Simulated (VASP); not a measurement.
# VASP 6.6.1 run: KBr

INCAR

```
SIGMA = 0.01
NELM = 120
ALGO = Fast
IBRION = -1
LWAVE = .FALSE.
NSW = 0
NBANDS = 15
LREAL = .FALSE.
EDIFF = 1E-7
ISMEAR = 0
ISIF = 2
PREC = Accurate
ENCUT = 520
LASPH = .TRUE.
LCHARG = .FALSE.
METAGGA = R2SCAN
```

KPOINTS

```
KPOINTS created by Atomic Simulation Environment
0
Gamma
6 6 6
0 0 0
```

POSCAR

```
K  Br
 1.0000000000000000
     0.0000000000000000    3.3024387009828682    3.3024387009828682
     3.3024387009828682    0.0000000000000000    3.3024387009828682
     3.3024387009828682    3.3024387009828682   -0.0000000000000000
 K   Br
   1   1
Cartesian
 -0.0000000000000000  0.0000000000000000 -0.0000000000000000
  3.3024387009828682  3.3024387009828682  3.3024387009828682
```

The recommended PBE PAW datasets give the neutral cell 16 valence electrons.

Command

```
mpirun -np 1 vasp_std
```

OSZICAR

```
N       E                     dE             d eps       ncg     rms          rms(c)
DAV:   1     0.855904765795E+02    0.85590E+02   -0.71264E+03   480   0.973E+02
DAV:   2    -0.199827602296E+02   -0.10557E+03   -0.96207E+02   635   0.242E+02
DAV:   3    -0.268009098969E+02   -0.68181E+01   -0.67673E+01   676   0.532E+01
DAV:   4    -0.270159070613E+02   -0.21500E+00   -0.21495E+00   686   0.890E+00
DAV:   5    -0.270176930673E+02   -0.17860E-02   -0.17859E-02   683   0.935E-01    0.294E+00
RMM:   6    -0.232507371652E+02    0.37670E+01   -0.93848E-01   544   0.799E+00    0.164E+00
RMM:   7    -0.232264743690E+02    0.24263E-01   -0.30810E-01   650   0.346E+00    0.817E-01
RMM:   8    -0.232392394533E+02   -0.12765E-01   -0.44617E-02   708   0.132E+00    0.654E-01
RMM:   9    -0.232467459310E+02   -0.75065E-02   -0.12834E-02   656   0.890E-01    0.162E-01
RMM:  10    -0.232483103889E+02   -0.15645E-02   -0.49057E-03   694   0.476E-01    0.134E-01
...
RMM:  15    -0.232486476457E+02   -0.67478E-05   -0.59065E-05   814   0.330E-02    0.448E-03
RMM:  16    -0.232486511286E+02   -0.34829E-05   -0.31292E-05   813   0.228E-02    0.187E-03
RMM:  17    -0.232486529117E+02   -0.17831E-05   -0.17008E-05   769   0.164E-02    0.853E-04
RMM:  18    -0.232486544951E+02   -0.15835E-05   -0.97324E-06   681   0.117E-02    0.111E-03
RMM:  19    -0.232486549533E+02   -0.45813E-06   -0.58453E-06   701   0.922E-03    0.512E-04
RMM:  20    -0.232486555073E+02   -0.55402E-06   -0.35004E-06   607   0.669E-03    0.232E-04
RMM:  21    -0.232486557600E+02   -0.25271E-06   -0.21557E-06   550   0.502E-03    0.143E-04
RMM:  22    -0.232486559248E+02   -0.16478E-06   -0.13572E-06   504   0.390E-03    0.157E-04
RMM:  23    -0.232486560213E+02   -0.96471E-07   -0.86014E-07   463   0.303E-03
   1 F= -.23248656E+02 E0= -.23248656E+02  d E =-.143624E-91
```

Standard output (part)

```
POSCAR found type information on POSCAR K Br
 POSCAR found :  2 types and       2 ions
 LDA part: xc-table for (None), standard interpolation
 POSCAR, INCAR and KPOINTS ok, starting setup
 WAVECAR not read
 entering main loop
WARNING in EDDRMM: call to ZHEGV failed, returncode =   6  3     13
 num prob  num prob  num prob RMM:  21    -0.232486557600E+02   -0.25271E-06   -0.21557E-06   550   0.502E-03    0.143E-04
 num prob RMM:  22    -0.232486559248E+02   -0.16478E-06   -0.13572E-06   504   0.390E-03    0.157E-04
```

From OUTCAR

```
k-points           NKPTS =     16   k-points in BZ     NKDIM =     16   number of bands    NBANDS=     15

   NELECT =      16.0000    total number of electrons

   dimension x,y,z NGX =    36 NGY =   36 NGZ =   36
   dimension x,y,z NGXF=    72 NGYF=   72 NGZF=   72

  energy-cutoff  :      520.00
  volume of cell :       72.03
      direct lattice vectors                 reciprocal lattice vectors
     0.000000000  3.302438701  3.302438701    -0.151403264  0.151403264  0.151403264
     3.302438701  0.000000000  3.302438701     0.151403264 -0.151403264  0.151403264
     3.302438701  3.302438701  0.000000000     0.151403264  0.151403264 -0.151403264

 k-points in reciprocal lattice and weights: KPOINTS created by Atomic Simulation Env
   0.00000000  0.00000000  0.00000000       0.005
   0.16666667  0.00000000  0.00000000       0.037
   0.33333333  0.00000000  0.00000000       0.037
   0.50000000  0.00000000  0.00000000       0.019
   0.16666667  0.16666667  0.00000000       0.028
   0.33333333  0.16666667  0.00000000       0.111
   0.50000000  0.16666667  0.00000000       0.111
  -0.33333333  0.16666667  0.00000000       0.111
   ...

 E-fermi :  -2.0153

 k-point     1 :       0.0000    0.0000    0.0000
  band No.  band energies     occupation
      1     -31.0449      2.00000
      2     -14.8828      2.00000
      3     -13.7507      2.00000
      4     -13.7507      2.00000
      5     -13.7507      2.00000
      6      -2.1574      2.00000
      7      -2.1574      2.00000
      8      -2.1574      2.00000
      9       2.9157      0.00000
     10       6.0784      0.00000
     11       6.0784      0.00000
     12       6.0784      0.00000
     13       7.0577      0.00000
     14       7.0577      0.00000
     15       9.8899      0.00000

 k-point     2 :       0.1667    0.0000    0.0000
  band No.  band energies     occupation
      1     -31.0435      2.00000
      2     -14.9308      2.00000
      3     -13.7519      2.00000
      4     -13.7519      2.00000
      5     -13.6835      2.00000
      6      -2.5096      2.00000
      7      -2.2438      2.00000
      8      -2.2438      2.00000
      9       3.5650      0.00000
     10       5.8963      0.00000
     11       6.4168      0.00000
     12       6.4168      0.00000
     13       7.4251      0.00000
     14       7.4251      0.00000
     15      10.8779      0.00000

 k-point     3 :       0.3333    0.0000    0.0000
  band No.  band energies     occupation
      1     -31.0408      2.00000
      2     -15.0142      2.00000
      3     -13.7542      2.00000
      4     -13.7542      2.00000
      5     -13.5610      2.00000
      6      -3.0774      2.00000
      7      -2.4067      2.00000
      8      -2.4067      2.00000
      9       4.6333      0.00000
     10       6.1577      0.00000
     11       7.3256      0.00000
     12       7.3256      0.00000
     13       8.3480      0.00000
     14       8.3480      0.00000
     15      10.2204      0.00000

 ...

  Total        0.0117021      0.0117021      0.0117021      0.0000000      0.0000000      0.0000000
  in kB        0.2602806      0.2602806      0.2602806      0.0000000      0.0000000      0.0000000
  external PRESSURE =       0.2602806 kB  Pullay stress =       0.0000000 kB

 POSITION                                       TOTAL-FORCE (eV/Angst)
 -----------------------------------------------------------------------------------
      0.00000      0.00000      0.00000         0.000000     -0.000000     -0.000000
      3.30244      3.30244      3.30244        -0.000000      0.000000      0.000000
 -----------------------------------------------------------------------------------
    total drift:                                0.000000      0.000000      0.000000

  FREE ENERGIE OF THE ION-ELECTRON SYSTEM (eV)
  ---------------------------------------------------
  free  energy   TOTEN  =       -23.2486560213 eV

  energy  without entropy=      -23.2486560213  energy(sigma->0) =      -23.24865602
```

It converged. Results: gap between bands v and c on the k mesh 5.07 eV; least direct gap on the k mesh 5.07 eV; pressure 0.0 GPa. Band v is the last that the valence electrons fill when counted band by band, and c is the next.

For comparison, a separate r²SCAN run of the intended cell, on usual settings and not on those above, gives a gap of 5.07 eV on its mesh and a pressure of 0.0 GPa.

The run above took about 2.5 min on one core of a shared host (Intel Xeon Platinum 8488C) and held 0.21 GiB at most.
